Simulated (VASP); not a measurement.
A run of VASP 6.6.1:

Contents of INCAR:

```
SYSTEM = GaN
PREC = Accurate
ENCUT = 600
EDIFF = 1E-6
ISMEAR = -1
SIGMA = 0.05
LREAL = .FALSE.
LASPH = .TRUE.
NELM = 100
ALGO = Fast
ISIF = 3
LWAVE = .FALSE.
LCHARG = .FALSE.
GGA = PS
IBRION = 2
NSW = 40
EDIFFG = -0.01
```

File KPOINTS:

```
Automatic mesh
0
G
  10 10 5
  0 0 0
```

The input POSCAR:

```
GaN
1.0
    3.1800000000      0.0000000000      0.0000000000
   -1.5900000000      2.7539607840      0.0000000000
    0.0000000000      0.0000000000      5.1660000000
Ga N
2 2
Direct
    0.6666666667      0.3333333333      0.5000000000
    0.3333333333      0.6666666667      0.0000000000
    0.6666666667      0.3333333333      0.8750000000
    0.3333333333      0.6666666667      0.3750000000
```

Potentials or basis: VASP PAW PBE potentials, release 64 (Ga_d, N).

Launch:

```bash
$ cat potpaw_PBE.64/Ga_d/POTCAR potpaw_PBE.64/N/POTCAR > POTCAR
$ mpirun -np 1 vasp_std > vasp.out
```

Hardware: 1 thread of AMD EPYC 9R45 (Zen 5), on a shared host.

How long does it take, and how much memory?

Wall time 110 s on 1 thread of AMD EPYC 9R45 (Zen 5), with other jobs on the host, peak memory 0.18 GiB. Counts: scf iterations 47, k points 42, ion steps 5.
